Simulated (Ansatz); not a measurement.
## Does TiPbO3 in P4mm form from PbO and TiO2?

Plane-wave DFT in Ansatz with scalar-relativistic PAW potentials, cutoff 420 eV, Γ-centred meshes chosen by cell and gap, Gaussian smearing with energies taken to zero width. Every cell was relaxed (cell and atoms) in a run of its own, within the symmetry of its start. Functional: PBEsol.

The ternary relaxed to P4mm, 5 atoms in the computed cell, a = 3.859 Å, c = 4.268 Å; sites (symmetry × multiplicity) Ti 4mm × 1, Pb 4mm × 1, O 2mm. × 2 + 4mm × 1.

Total energies hold large constants for each element; a whole number of eV per atom of each element is taken off below, which cancels in a balanced reaction.

| compound | lowest structure computed | structures tried | V (Å³/atom) | gap on mesh (eV) | E (eV per formula unit, common shift removed) |
| --- | --- | --- | --- | --- | --- |
| TiPbO3 | P4mm | 2 | 12.71 | 1.70 | -12.5927 |
| PbO | P4/nmm | 2 | 20.18 | 1.23 | -2.4548 |
| TiO2 | I4_1/amd | 5 | 11.31 | 2.15 | -9.8667 |

Task: Balance the reaction and work out its energy at 0 K.

Result: The balance is PbO + TiO2 → TiPbO3. ΔE = -0.271 eV per formula unit, -54 meV/atom, and the volume changes by -14.5 %. The ternary lies below these binaries, so it can form from them; whether it is stable also hangs on other ternaries and on other oxidation states, which this balance leaves out. Against the elements it is bound by 2.38 eV/atom, 44 times the size of this reaction energy: most of the binding is already in the binaries, and stability is decided by the small rest. A lower form of a binary that wasn't tried would raise the value, and a lower form of the ternary would lower it.

Spin-orbit coupling is left out, which matters for the bands of heavy elements. For Tl, Pb and Bi spin-orbit coupling shifts energies too.